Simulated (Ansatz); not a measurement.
NbAs:

```xyz
4
Lattice="-1.7259 1.7259 5.8400 1.7259 -1.7259 5.8400 1.7259 1.7259 -5.8400" Properties=species:S:1:pos:R:3 pbc="T T T"
Nb    0.0000    1.7259    0.0000
Nb    0.0000    0.0000    8.7600
As    0.0000    1.7259    4.8589
As    0.0000    0.0000    1.9389
```

Program: Ansatz 0.2.0. Alike in all runs: task band structure; potentials or basis all-electron LAPW, scalar-relativistic; no spin polarisation; cell as given; k mesh 11 × 11 × 11; smearing fermi-dirac 0.05 eV; basis error allowed 0.002 eV/atom.

Task: Order these runs on this cell by their pressure, lowest first.
A. level LDA; cutoff (eV) 246
B. level PBE; cutoff (eV) 247
C. level PBEsol; cutoff (eV) 247

Result: A (-5.5 GPa), C (-2.3 GPa), B (3.3 GPa).
